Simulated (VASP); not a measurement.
# SrO (Fm-3m) in VASP: notebook, part 2 of 2

VASP 6.6.1. The steps go on from the part before.

### Step 4. Equation of state, PBEsol, 16.56 Å³/atom (volume scaled by 0.98)

Input file INCAR:

```
PREC = Accurate
ENCUT = 520
EDIFF = 1E-7
ISMEAR = -1
SIGMA = 0.05
LREAL = F
LASPH = T
NELM = 100
ALGO = Normal
ISIF = 2
LWAVE = F
LCHARG = F
GGA = PS
NBANDS = 15
```

Input file KPOINTS:

```
regular mesh
0
Gamma
  9 9 9
```

Input file POSCAR:

```
SrO
1.0
    0.0000000000      2.5490759911      2.5490759911
    2.5490759911      0.0000000000      2.5490759911
    2.5490759911      2.5490759911      0.0000000000
Sr O
1 1
Direct
    0.5000000000      0.5000000000      0.5000000000
    0.0000000000      0.0000000000      0.0000000000
```

Launch:

```sh
$ cat potpaw_PBE.64/Sr_sv/POTCAR potpaw_PBE.64/O/POTCAR > POTCAR
$ mpirun -np 1 vasp_std > vasp.out
```

It took 15 s on 1 thread of AMD EPYC 7R43 (Zen 3), shared host; peak memory 0.13 GiB.

It converged, with:

```
Free energy            : -12.6348 eV
Pressure               : 2.1 GPa
Band gap on the k mesh : 3.19 eV, indirect (least direct gap 3.27 eV)
```

Caveat: the PAW data sets were made with another functional, which shifts forces and pressure a little; an odd mesh through Γ misses points on the zone boundary, where band edges often lie.

### Step 5. Equation of state, PBEsol, 17.24 Å³/atom (volume scaled by 1.02)

INCAR is that of step 4.

KPOINTS is that of step 4.

Input file POSCAR:

```
SrO
1.0
    0.0000000000      2.5832958595      2.5832958595
    2.5832958595      0.0000000000      2.5832958595
    2.5832958595      2.5832958595      0.0000000000
Sr O
1 1
Direct
    0.5000000000      0.5000000000      0.5000000000
    0.0000000000      0.0000000000      0.0000000000
```

Launch:

```sh
$ cat potpaw_PBE.64/Sr_sv/POTCAR potpaw_PBE.64/O/POTCAR > POTCAR
$ mpirun -np 1 vasp_std > vasp.out
```

It took 16 s on 1 thread of AMD EPYC 7R43 (Zen 3), shared host; peak memory 0.13 GiB.

The run converged. Its results:

| Property | Result |
| --- | --- |
| Free energy | -12.6367 eV |
| Pressure | -1.7 GPa |
| Band gap on the k mesh | 3.22 eV, indirect (least direct gap 3.33 eV) |

Caveat: the PAW data sets were made with another functional, which shifts forces and pressure a little; an odd mesh through Γ misses points on the zone boundary, where band edges often lie.

### Step 6. Equation of state, PBEsol, 17.58 Å³/atom (volume scaled by 1.04)

INCAR is that of step 5.

KPOINTS is that of step 5.

Input file POSCAR:

```
SrO
1.0
    0.0000000000      2.6000709780      2.6000709780
    2.6000709780      0.0000000000      2.6000709780
    2.6000709780      2.6000709780      0.0000000000
Sr O
1 1
Direct
    0.5000000000      0.5000000000      0.5000000000
    0.0000000000      0.0000000000      0.0000000000
```

Potentials or basis: VASP PAW PBE potentials, release 64 (Sr_sv, O).

Launch:

```sh
$ cat potpaw_PBE.64/Sr_sv/POTCAR potpaw_PBE.64/O/POTCAR > POTCAR
$ mpirun -np 1 vasp_std > vasp.out
```

Run time: 16 s. Hardware: 1 thread of AMD EPYC 7R43 (Zen 3), shared host; peak memory 0.13 GiB.

Results (log left out):

| Quantity | Value |
| --- | --- |
| Free energy | -12.6265 eV |
| Pressure | -3.3 GPa |
| Band gap on the k mesh | 3.23 eV, indirect (least direct gap 3.35 eV) |

Caveat: the PAW data sets were made with another functional, which shifts forces and pressure a little; an odd mesh through Γ misses points on the zone boundary, where band edges often lie.

### Step 7. Equation of state, PBEsol, 17.92 Å³/atom (volume scaled by 1.06)

INCAR is that of step 6.

KPOINTS is that of step 6.

Input file POSCAR:

```
SrO
1.0
    0.0000000000      2.6166323862      2.6166323862
    2.6166323862      0.0000000000      2.6166323862
    2.6166323862      2.6166323862      0.0000000000
Sr O
1 1
Direct
    0.5000000000      0.5000000000      0.5000000000
    0.0000000000      0.0000000000      0.0000000000
```

Launch:

```sh
$ cat potpaw_PBE.64/Sr_sv/POTCAR potpaw_PBE.64/O/POTCAR > POTCAR
$ mpirun -np 1 vasp_std > vasp.out
```

Run time: 16 s. Hardware: 1 thread of AMD EPYC 7R43 (Zen 3), shared host; peak memory 0.14 GiB.

It converged, with:

| Property | Result |
| --- | --- |
| Free energy | -12.6099 eV |
| Pressure | -4.7 GPa |
| Band gap on the k mesh | 3.24 eV, indirect (least direct gap 3.37 eV) |

Caveat: the PAW data sets were made with another functional, which shifts forces and pressure a little; an odd mesh through Γ misses points on the zone boundary, where band edges often lie.

### Step 8. Equation of state, PBEsol

No new run: the results of the series are fitted here.

Results:

* Equilibrium volume: 16.93 Å³/atom
* Bulk modulus: 93 GPa
* Pressure derivative of the bulk modulus: 4.6

Energy against volume, from the lowest point:
| volume (Å³/atom) | energy (meV/atom) |
| --- | --- |
| 15.887 | 21.25 |
| 16.225 | 9.37 |
| 16.563 | 2.45 |
| 16.901 | 0.00 |
| 17.239 | 1.54 |
| 17.577 | 6.61 |
| 17.915 | 14.90 |

Caveat: the PAW data sets were made with another functional, which shifts forces and pressure a little.

### Step 9. Equation of state, PBE, 15.89 Å³/atom (volume scaled by 0.94)

Input file INCAR:

```
SYSTEM = SrO
PREC = Accurate
ENCUT = 520
EDIFF = 1E-7
ISMEAR = -1
SIGMA = 0.05
LREAL = .FALSE.
LASPH = .TRUE.
NELM = 100
ALGO = Normal
ISIF = 2
LWAVE = .FALSE.
LCHARG = .FALSE.
GGA = PE
NBANDS = 15
```

Input file KPOINTS:

```
Automatic mesh
0
G
  9 9 9
  0 0 0
```

Input file POSCAR:

```
SrO
1.0
    0.0000000000      2.5139118308      2.5139118308
    2.5139118308      0.0000000000      2.5139118308
    2.5139118308      2.5139118308      0.0000000000
Sr O
1 1
Direct
    0.5000000000      0.5000000000      0.5000000000
    0.0000000000      0.0000000000      0.0000000000
```

Potentials or basis: VASP PAW PBE potentials, release 64 (Sr_sv, O).

Launch:

```sh
$ cat potpaw_PBE.64/Sr_sv/POTCAR potpaw_PBE.64/O/POTCAR > POTCAR
$ mpirun -np 1 vasp_std > vasp.out
```

Run time: 19 s. Hardware: 1 thread of Intel Xeon Platinum 8488C (Sapphire Rapids), shared host; peak memory 0.15 GiB.

It converged, with:

```yaml
Free_energy: -11.9427 eV
Pressure: 11.1 GPa
Band_gap_on_the_k_mesh: 3.28 eV, indirect (least direct gap 3.32 eV)
```

Caveat: an odd mesh through Γ misses points on the zone boundary, where band edges often lie.

### Step 10. Equation of state, PBE, 16.23 Å³/atom (volume scaled by 0.96)

Input file INCAR:

```
  ALGO = Normal
  EDIFF = 1E-7
  ENCUT = 520
  GGA = PE
  ISIF = 2
  ISMEAR = -1
  LASPH = T
  LCHARG = F
  LREAL = F
  LWAVE = F
  NBANDS = 15
  NELM = 80
  PREC = Accurate
  SIGMA = 0.05
```

Input file KPOINTS:

```
k-points
0
Gamma
  9 9 9
```

Input file POSCAR:

```
SrO
1.0
    0.0000000000      2.5316160185      2.5316160185
    2.5316160185      0.0000000000      2.5316160185
    2.5316160185      2.5316160185      0.0000000000
Sr O
1 1
Direct
    0.5000000000      0.5000000000      0.5000000000
    0.0000000000      0.0000000000      0.0000000000
```

Launch:

```sh
$ cat potpaw_PBE.64/Sr_sv/POTCAR potpaw_PBE.64/O/POTCAR > POTCAR
$ mpirun -np 1 vasp_std > vasp.out
```

Wall time 19 s (1 thread of Intel Xeon Platinum 8488C (Sapphire Rapids), shared host); peak memory 0.16 GiB.

Results (log left out):

```
Free energy            : -11.9844 eV
Pressure               : 8.5 GPa
Band gap on the k mesh : 3.29 eV, indirect (least direct gap 3.36 eV)
```

Caveat: an odd mesh through Γ misses points on the zone boundary, where band edges often lie.

### Step 11. Equation of state, PBE, 16.56 Å³/atom (volume scaled by 0.98)

Input file INCAR:

```
PREC = Accurate ; ENCUT = 520
EDIFF = 1E-7 ; ISMEAR = -1
SIGMA = 0.05 ; LREAL = F
LASPH = T ; NELM = 60
ALGO = Normal ; ISIF = 2
LWAVE = F ; LCHARG = F
GGA = PE ; NBANDS = 15
```

Input file KPOINTS:

```
regular mesh
0
Gamma
  9 9 9
```

Input file POSCAR:

```
SrO
1.0
    0.0000000000      2.5490759911      2.5490759911
    2.5490759911      0.0000000000      2.5490759911
    2.5490759911      2.5490759911      0.0000000000
Sr O
1 1
Direct
    0.5000000000      0.5000000000      0.5000000000
    0.0000000000      0.0000000000      0.0000000000
```

Launch:

```sh
$ cat potpaw_PBE.64/Sr_sv/POTCAR potpaw_PBE.64/O/POTCAR > POTCAR
$ mpirun -np 1 vasp_std > vasp.out
```

Run time: 16 s. Hardware: 1 thread of Intel Xeon Platinum 8488C (Sapphire Rapids), shared host; peak memory 0.16 GiB.

Results (log left out):

* Free energy: -12.0156 eV
* Pressure: 6.1 GPa
* Band gap on the k mesh: 3.31 eV, indirect (least direct gap 3.39 eV)

Caveat: an odd mesh through Γ misses points on the zone boundary, where band edges often lie.

### Step 12. Equation of state, PBE, 17.24 Å³/atom (volume scaled by 1.02)

Input file INCAR:

```
SYSTEM = SrO
ALGO = Normal ; EDIFF = 1E-7
ENCUT = 520 ; GGA = PE
ISIF = 2 ; ISMEAR = -1
LASPH = .TRUE. ; LCHARG = .FALSE.
LREAL = .FALSE. ; LWAVE = .FALSE.
NBANDS = 15 ; NELM = 60
PREC = Accurate ; SIGMA = 0.05
```

Input file KPOINTS:

```
k-points
0
G
  9 9 9
  0 0 0
```

Input file POSCAR:

```
SrO
1.0
    0.0000000000      2.5832958595      2.5832958595
    2.5832958595      0.0000000000      2.5832958595
    2.5832958595      2.5832958595      0.0000000000
Sr O
1 1
Direct
    0.5000000000      0.5000000000      0.5000000000
    0.0000000000      0.0000000000      0.0000000000
```

Potentials or basis: VASP PAW PBE potentials, release 64 (Sr_sv, O).

Launch:

```sh
$ cat potpaw_PBE.64/Sr_sv/POTCAR potpaw_PBE.64/O/POTCAR > POTCAR
$ mpirun -np 1 vasp_std > vasp.out
```

Run time: 18 s. Hardware: 1 thread of Intel Xeon Platinum 8488C (Sapphire Rapids), shared host; peak memory 0.16 GiB.

It converged, with:

```
Free energy            : -12.0499 eV
Pressure               : 2.0 GPa
Band gap on the k mesh : 3.33 eV, indirect (least direct gap 3.43 eV)
```

Caveat: an odd mesh through Γ misses points on the zone boundary, where band edges often lie.

### Step 13. Equation of state, PBE, 17.58 Å³/atom (volume scaled by 1.04)

Input file INCAR:

```
SYSTEM = SrO
  PREC = Accurate
  ENCUT = 520
  EDIFF = 1E-7
  ISMEAR = -1
  SIGMA = 0.05
  LREAL = .False.
  LASPH = .True.
  NELM = 80
  ALGO = Normal
  ISIF = 2
  LWAVE = .False.
  LCHARG = .False.
  GGA = PE
  NBANDS = 15
```

Input file KPOINTS:

```
Automatic mesh
0
Gamma
  9 9 9
  0 0 0
```

Input file POSCAR:

```
SrO
1.0
    0.0000000000      2.6000709780      2.6000709780
    2.6000709780      0.0000000000      2.6000709780
    2.6000709780      2.6000709780      0.0000000000
Sr O
1 1
Direct
    0.5000000000      0.5000000000      0.5000000000
    0.0000000000      0.0000000000      0.0000000000
```

Launch:

```sh
$ cat potpaw_PBE.64/Sr_sv/POTCAR potpaw_PBE.64/O/POTCAR > POTCAR
$ mpirun -np 1 vasp_std > vasp.out
```

Wall time 19 s (1 thread of Intel Xeon Platinum 8488C (Sapphire Rapids), shared host); peak memory 0.16 GiB.

It converged, with:

```
Free energy            : -12.0550 eV
Pressure               : 0.2 GPa
Band gap on the k mesh : 3.34 eV, indirect (least direct gap 3.45 eV)
```

Caveat: an odd mesh through Γ misses points on the zone boundary, where band edges often lie.

### Step 14. Equation of state, PBE, 17.92 Å³/atom (volume scaled by 1.06)

Input file INCAR:

```
SYSTEM = SrO
ALGO = Normal ; EDIFF = 1E-7
ENCUT = 520 ; GGA = PE
ISIF = 2 ; ISMEAR = -1
LASPH = .True. ; LCHARG = .False.
LREAL = .False. ; LWAVE = .False.
NBANDS = 15 ; NELM = 80
PREC = Accurate ; SIGMA = 0.05
```

Input file KPOINTS:

```
k-points
0
Gamma
  9 9 9
  0 0 0
```

Input file POSCAR:

```
SrO
1.0
    0.0000000000      2.6166323862      2.6166323862
    2.6166323862      0.0000000000      2.6166323862
    2.6166323862      2.6166323862      0.0000000000
Sr O
1 1
Direct
    0.5000000000      0.5000000000      0.5000000000
    0.0000000000      0.0000000000      0.0000000000
```

Launch:

```sh
$ cat potpaw_PBE.64/Sr_sv/POTCAR potpaw_PBE.64/O/POTCAR > POTCAR
$ mpirun -np 1 vasp_std > vasp.out
```

Wall time 16 s (1 thread of Intel Xeon Platinum 8488C (Sapphire Rapids), shared host); peak memory 0.16 GiB.

Results (log left out):

```yaml
Free_energy: -12.0531 eV
Pressure: -1.3 GPa
Band_gap_on_the_k_mesh: 3.34 eV, indirect (least direct gap 3.47 eV)
```

Caveat: an odd mesh through Γ misses points on the zone boundary, where band edges often lie.

### Step 15. Equation of state, PBE

Potentials or basis: VASP PAW PBE potentials, release 64 (Sr_sv, O).

No new run: the results of the series are fitted here.

Results:

```yaml
Equilibrium_volume: 17.65 Å³/atom
Bulk_modulus: 84 GPa
Pressure_derivative_of_the_bulk_modulus: 4.5
```

Energy against volume, from the lowest point:
```csv
volume (Å³/atom),energy (meV/atom)
15.887,56.15
16.225,35.28
16.563,19.73
16.901,8.99
17.239,2.57
17.577,0.00
17.915,0.94
```
